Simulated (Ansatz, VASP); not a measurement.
One calculation of ZrB2, two programs

Contents of INCAR:

```
PREC = Accurate
ENCUT = 600
EDIFF = 1E-7
ISMEAR = 0
SIGMA = 0.1
LREAL = F
LASPH = T
NELM = 100
ALGO = Fast
ISIF = 3
LWAVE = F
LCHARG = F
IBRION = 2
NSW = 100
EDIFFG = -0.05
```

Contents of KPOINTS:

```
regular mesh
0
Gamma
  9 9 6
```

File POSCAR:

```
ZrB2
1.0
    3.1700000000      0.0000000000      0.0000000000
   -1.5850000000      2.7453005300      0.0000000000
    0.0000000000      0.0000000000      3.5330000000
Zr B
1 2
Direct
    0.0000000000      0.0000000000      0.0000000000
    0.3333333333      0.6666666667      0.5000000000
    0.6666666667      0.3333333333      0.5000000000
```

Input for Ansatz:

```yaml
crystal:
  lattice:
    - [3.17, 0.0, 0.0]
    - [-1.585, 2.74530053, 0.0]
    - [0.0, 0.0, 3.533]
  atoms:
    - { symbol: Zr, position: [0.0, 0.0, 0.0] }
    - { symbol: B, position: [0.3333333333, 0.6666666667, 0.5] }
    - { symbol: B, position: [0.6666666667, 0.3333333333, 0.5] }
basis:
  ecutwfc: 420
kpoints:
  mp_grid: { grid: [9, 9, 6] }
hamiltonian:
  xc: lda
scf:
  occupations: { method: gaussian, width: 0.1 }
output:
  forces: true
  stress: true
  eigenvalues: true
relax:
  adjacent_minimum: "off"
  f_tol: 0.05
  max_steps: 80
  cell: { stress_tol: 0.5 }
```

Alike in both runs: task relaxation of cell and atoms; functional LDA; k mesh 9 × 9 × 6; occupations gaussian, width 0.1 eV; no spin polarisation.

|  | VASP | Ansatz |
| --- | --- | --- |
| version | VASP 6.6.1 | Ansatz 0.2.0 |
| potentials or method | VASP PAW LDA potentials, release 64 (Zr_sv, B) | scalar-relativistic, plane waves, PAW |
| plane-wave cutoff (eV) | 600 | 420 |
| valence electrons in the cell | 18 | 18 |

VASP gave:

| Property | Result |
| --- | --- |
| gap on the k mesh at the Fermi level, each at its own relaxed structure (eV) | none |
| relaxed volume (Å³/atom) | 9.91 |
| relaxed cell length with the largest relative difference (Å) | 3.494 |
| energy change over the relaxation (meV/atom) | -9 |

**Question.** What did Ansatz give for the same quantities?

**Answer.** gap on the k mesh at the Fermi level, each at its own relaxed structure (eV): none; relaxed volume (Å³/atom): 9.89; relaxed cell length with the largest relative difference (Å): 3.486; energy change over the relaxation (meV/atom): -10.

A gap of «none» marks a metal or a gap that the smearing closes.

 LDA usually gives volumes a few per cent too small. Zero-point motion and thermal expansion aren't in these numbers.
